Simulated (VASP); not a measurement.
**Si in VASP: one cell, several levels of theory**

Si in the diamond structure, under +2.0 % biaxial strain in x and y, free along z is computed at one geometry. Runs: PBE, r2SCAN. The results are then set beside those of Ansatz 0.2.0 for the same cell.

Code: VASP 6.6.1. PAW datasets, plane waves. No spin polarisation and no zero-point or thermal motion.

## 1. The cell

The cell comes from an earlier relaxation with r2SCAN in another program, then strained, with the atoms relaxed again.

It is tetragonal, I4_1/amd (No. 141); conventional cell a = 3.927 Å, c = 5.364 Å, 20.68 Å³ an atom. Si has 4 Si at 2.38 Å.

As a file:

```cif
data_structure
_symmetry_space_group_name_H-M 'I4_1/amd:1'
_symmetry_Int_Tables_number 141
_cell_length_a 3.9267
_cell_length_b 3.9267
_cell_length_c 5.3642
_cell_angle_alpha 90.000
_cell_angle_beta 90.000
_cell_angle_gamma 90.000
_cell_volume 82.71
loop_
_atom_site_label
_atom_site_type_symbol
_atom_site_symmetry_multiplicity
_atom_site_Wyckoff_symbol
_atom_site_fract_x
_atom_site_fract_y
_atom_site_fract_z
_atom_site_occupancy
Si1 Si 4 a 0.00000 0.00000 0.00000 1
```

## 2. PBE at this geometry

File INCAR:

```
ENCUT = 520.000000
SIGMA = 0.020000
EDIFF = 1.00e-07
GGA = PE
PREC = Accurate
IBRION = -1
ISIF = 2
ISMEAR = -1
NBANDS = 11
NELM = 120
NSW = 0
LASPH = .TRUE.
LCHARG = .TRUE.
LELF = .TRUE.
LWAVE = .FALSE.
LREAL = .FALSE.
```

File KPOINTS:

```
KPOINTS created by Atomic Simulation Environment
0
Gamma
8 8 8
0 0 0
```

File KPOINTS_OPT:

```
special points
7
Reciprocal
0.0000000000 0.0000000000 0.0000000000 1
0.5000000000 0.0000000000 0.5000000000 1
0.6250000000 0.2500000000 0.6250000000 1
0.3750000000 0.3750000000 0.7500000000 1
0.5000000000 0.5000000000 0.5000000000 1
0.5000000000 0.2500000000 0.7500000000 1
0.4140620000 0.4140620000 0.0000000000 1
```

File POSCAR:

```
Si
 1.0000000000000000
     0.0000000000000000    2.7765612735000000    2.6821061821000001
     2.7765612735000000    0.0000000000000000    2.6821061821000001
     2.7765612735000000    2.7765612735000000    0.0000000000000000
 Si
   2
Cartesian
  0.0000000000000000  0.0000000000000000  0.0000000000000000
  1.3882806367499998  1.3882806367499998  1.3410530910500000
```

The run uses the recommended PBE PAW datasets (8 valence electrons a neutral cell).

Launch:

```bash
> mpirun -np 1 vasp_std
```

## 3. Single point with r2SCAN

File INCAR:

```
ENCUT = 520.000000
SIGMA = 0.010000
EDIFF = 1.00e-07
ALGO = Normal
METAGGA = R2SCAN
PREC = Accurate
IBRION = -1
ISIF = 2
ISMEAR = 0
NBANDS = 11
NELM = 120
NSW = 0
LASPH = .TRUE.
LCHARG = .FALSE.
LWAVE = .FALSE.
LREAL = .FALSE.
```

KPOINTS is that of step 2.

KPOINTS_OPT is that of step 2.

POSCAR is that of step 2.

**Question.** What will these runs give? Wanted: for each run, gap; pressure; Ansatz: gap; Ansatz: pressure.

As calculated:

| level | gap (eV) | pressure (GPa) | Ansatz: gap (eV) | Ansatz: pressure (GPa) |
| --- | --- | --- | --- | --- |
| PBE | 0.27 | -1.02 | 0.27 | -0.94 |
| r2SCAN | 0.45 | -2.53 | 0.43 | -2.31 |

What this shows: The gap spans 0.27 eV (PBE) to 0.45 eV (r2SCAN). The pressure is highest with PBE (-1.0 GPa) and lowest with r2SCAN (-2.5 GPa), which orders the cells that they would relax to. The two programs agree on the gap within 0.02 eV, far less than the spread between functionals. Datasets and cutoffs are each program's own.
